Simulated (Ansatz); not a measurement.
Equilibrium properties in the fcc structure, computed with r²SCAN in Ansatz (plane waves, PAW datasets (generated hard set); cutoff 700 eV), no spin polarisation, no spin–orbit coupling, Fermi–Dirac smearing of 0.1 eV, k-spacing 0.18 to 0.19 Å⁻¹:

```
crystal  a₀ (Å)  V₀ (Å³/atom)  B₀ (GPa)
     Lu   4.888         29.20        41
     Re   3.894         14.76       385
     Os   3.832         14.07       418
     Ir   3.845         14.21       376
     Au   4.124         17.54       153
     Tl   4.929         29.93        32
```

Q: Give the same for Hf, Pt, Yb.

A: 
```
crystal  a₀ (Å)  V₀ (Å³/atom)  B₀ (GPa)
     Hf   4.478         22.45       103
     Pt   3.942         15.32       270
     Yb   5.219         35.55      18.9
```

Model structures, not the usual forms at ambient conditions (metastable or hypothetical): Lu, Hf, Re, Os, Tl. Spin–orbit coupling is left out, which matters for 6p elements such as Tl, Pb and Bi. Potentials made with PBE were used with another functional. Semilocal functionals place the filled 4f shell of Yb metal too near the Fermi level and overbind it.
